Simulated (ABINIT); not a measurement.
The system is Sn.

```xyz
2
Lattice="0.0000 3.2333 3.2333 3.2333 0.0000 3.2333 3.2333 3.2333 0.0000" Properties=species:S:1:pos:R:3 pbc="T T T"
Sn    4.8500    4.8500    4.8500
Sn    3.2333    3.2333    3.2333
```

This isn't the form of Sn at room conditions, which is tetragonal (white tin).

```yaml
Program: ABINIT 10.8.3 (patched build)
Task: single point
Functional: PBEsol
Potentials_or_basis: PseudoDojo NC SR PBEsol v0.4.1 standard
Cutoff: 980 eV
k_mesh: 7 × 7 × 7
Occupations: fermi-dirac, width 0.05 eV
Spin: no spin polarisation
```

On this cell: pressure 1.7 GPa; largest force zero by symmetry; band gap on the k mesh none (metal or under the smearing width).

The same run follows on a disturbed copy (atoms moved at random, drawn with an rms of 0.05 Å):

```
Sn
1.0
     0.00000    3.23334    3.23334
     3.23334    0.00000    3.23334
     3.23334    3.23334    0.00000
Sn
2
Direct
  0.75132 0.75902 0.76259
  0.49467 0.50900 0.50001
```

**Question.** What does the disturbed cell give?

**Answer.** The energy (extrapolated to zero smearing) moves by +11.4 meV/atom; pressure 1.8 GPa; largest force 0.561 eV/Å; band gap on the k mesh none (metal or under the smearing width).

Forces in eV/Å, atoms in the order of the input:
```
Sn  -0.292 -0.465 -0.118
Sn   0.292  0.465  0.118
```

Stress tensor (GPa, compression positive):
```
 1.80 -0.42 -1.45
-0.42  1.75 -0.92
-1.45 -0.92  1.83
```
